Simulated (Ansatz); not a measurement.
Space group P6_3/mmc (No. 194). a = 2.727 Å, b = 2.727 Å, c = 4.313 Å, α = 90.00°, β = 90.00°, γ = 120.00°
```
atom site symmetry x y z
  Os    2c      -6m2  0.3333  0.6667  0.2500
```

Equation of state of this Os structure (not necessarily the ground state), with shape and atoms relaxed at each volume where symmetry leaves them free. It has no gap at any of these volumes. The calculation used Ansatz 0.2.0, DFT PBEsol, scalar-relativistic, plane waves, PAW.

Cutoff 420 eV; k points 18×18×10 on the computed 2-atom cell (Γ-centred); Gaussian smearing, width 0.10 eV; no spin polarisation.

```
V (Å³/atom) E − E(largest V) (meV/atom) P (GPa)
     12.224                       187.60    74.51
     12.641                        25.45    50.86
     13.058                       -80.14    30.93
     13.475                      -138.07    14.14
     13.891                      -155.86     0.01
     14.308                      -139.88   -11.88
     14.725                       -95.51   -21.87
     15.280                         0.00   -32.70
```

Task: Fit a third-order Birch–Murnaghan equation to E(V).

Result: V0 = 13.89 Å³/atom, B0 = 431 GPa, B0' = 4.7.

Spin-orbit coupling is left out, which matters for the bands of heavy elements.